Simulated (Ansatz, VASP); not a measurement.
Au in VASP and in Ansatz

```xyz
3
Lattice="4.7293 0.0000 0.0000 -2.3647 4.0957 0.0000 0.0000 0.0000 2.8258" Properties=species:S:1:pos:R:3 pbc="T T T"
Au    0.0000    0.0000    0.0000
Au    0.0000    2.7305    1.4129
Au    2.3647    1.3652    1.4129
```

Alike in both runs: functional PBE; k mesh 8 × 8 × 11; occupations fermi-dirac, width 0.08 eV; no spin polarisation.

Ansatz relaxed the structure, and its values are those at the end. VASP's run is a single point on that final structure, the one shown.

|  | VASP | Ansatz |
| --- | --- | --- |
| version | VASP 6.6.1 | Ansatz 0.2.0 |
| potentials or method | VASP PAW PBE potentials, release 64 (Au) | PAW with Ansatz's default frozen-core files, scalar-relativistic |
| plane-wave cutoff (eV) | 520 | 420 |
| valence electrons in the cell | 33 | 57 |

|  | VASP | Ansatz | Ansatz less VASP |
| --- | --- | --- | --- |
| pressure (GPa) | 0.6 | 0.9 | +0.24 |

The two sets of potentials don't hold the same shells in valence.

Spin-orbit coupling is left out, which matters for the levels of Au.
